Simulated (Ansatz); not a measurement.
A relaxation computed with Ansatz, from input to last step.

```yaml
crystal:
  lattice:
    - [3.4191668675, 0.0, 0.0]
    - [0.0, 3.4191668675, 0.0]
    - [0.0, 0.0, 3.5883627538]
  atoms:
    - { symbol: Ni, position: [0.5, 0.0, 0.5] }
    - { symbol: Ni, position: [0.0, 0.5, 0.5] }
    - { symbol: Ni, position: [0.5, 0.5, 0.0] }
    - { symbol: Ge, position: [0.0, 0.0, 0.0] }
basis:
  ecutwfc: 420
kpoints:
  mp_grid: { grid: [14, 14, 14] }
hamiltonian:
  xc: pbesol
scf:
  occupations: { method: gaussian, width: 0.1 }
output:
  forces: true
  stress: true
  eigenvalues: true
relax:
  adjacent_minimum: "off"
  f_tol: 0.008
  max_steps: 40
  cell: { stress_tol: 0.015, fix: [a, b, gamma] }
```

```bash
ansatz run input.yaml --threads 1 --pin off --max-ram 2560MiB --backend cpu --events-out ev --progress --plain --runs-dir out
```

Theory: DFT PBEsol, scalar-relativistic, plane waves, PAW (Ansatz 0.2.0).

Of 5 frames 4 are shown, positions in Å and forces in eV/Å; the SCF threshold varies from step to step. Steps run on the plane waves of an earlier cell, with a Pulay correction in the pressure. The basis is chosen afresh for the last frame, the zero of the energies, and at times for earlier ones too; energy and pressure step there, also at an unchanged geometry. Spin polarisation was left out; whether the Ni atoms would carry moments isn't shown by this run.

```xyz
4
Lattice="3.4192 0.0000 0.0000 0.0000 3.4192 0.0000 0.0000 0.0000 3.5884" Properties=species:S:1:pos:R:3:forces:R:3 pbc="T T T" step=1 free_energy_over_end_meV_per_atom=2.01 pressure_GPa=10.70
Ni    1.7096    0.0000    1.7942    0.0000    0.0000    0.0000
Ni    0.0000    1.7096    1.7942    0.0000    0.0000    0.0000
Ni    1.7096    1.7096    0.0000    0.0000    0.0000    0.0000
Ge    0.0000    0.0000    0.0000    0.0000    0.0000    0.0000
4
Lattice="3.4192 0.0000 0.0000 0.0000 3.4192 0.0000 0.0000 0.0000 3.6104" Properties=species:S:1:pos:R:3:forces:R:3 pbc="T T T" step=2 free_energy_over_end_meV_per_atom=0.58 pressure_GPa=9.16
Ni    1.7096    0.0000    1.8052    0.0000    0.0000    0.0000
Ni    0.0000    1.7096    1.8052    0.0000    0.0000    0.0000
Ni    1.7096    1.7096    0.0000    0.0000    0.0000    0.0000
Ge    0.0000    0.0000    0.0000    0.0000    0.0000    0.0000
4
Lattice="3.4192 0.0000 0.0000 0.0000 3.4192 0.0000 0.0000 0.0000 3.6344" Properties=species:S:1:pos:R:3:forces:R:3 pbc="T T T" step=3 free_energy_over_end_meV_per_atom=0.05 pressure_GPa=7.54
Ni    1.7096    0.0000    1.8172    0.0000    0.0000    0.0000
Ni    0.0000    1.7096    1.8172    0.0000    0.0000    0.0000
Ni    1.7096    1.7096    0.0000    0.0000    0.0000    0.0000
Ge    0.0000    0.0000    0.0000    0.0000    0.0000    0.0000
4
Lattice="3.4192 0.0000 0.0000 0.0000 3.4192 0.0000 0.0000 0.0000 3.6352" Properties=species:S:1:pos:R:3:forces:R:3 pbc="T T T" step=5 free_energy_over_end_meV_per_atom=0.00 pressure_GPa=7.48
Ni    1.7096    0.0000    1.8176    0.0000    0.0000    0.0000
Ni    0.0000    1.7096    1.8176    0.0000    0.0000    0.0000
Ni    1.7096    1.7096    0.0000    0.0000    0.0000    0.0000
Ge    0.0000    0.0000    0.0000    0.0000    0.0000    0.0000
```

The run took 87 s on 1 thread of AMD EPYC 7R43 64-Core Processor (Zen 3), on a shared host, peak memory 0.7 GiB.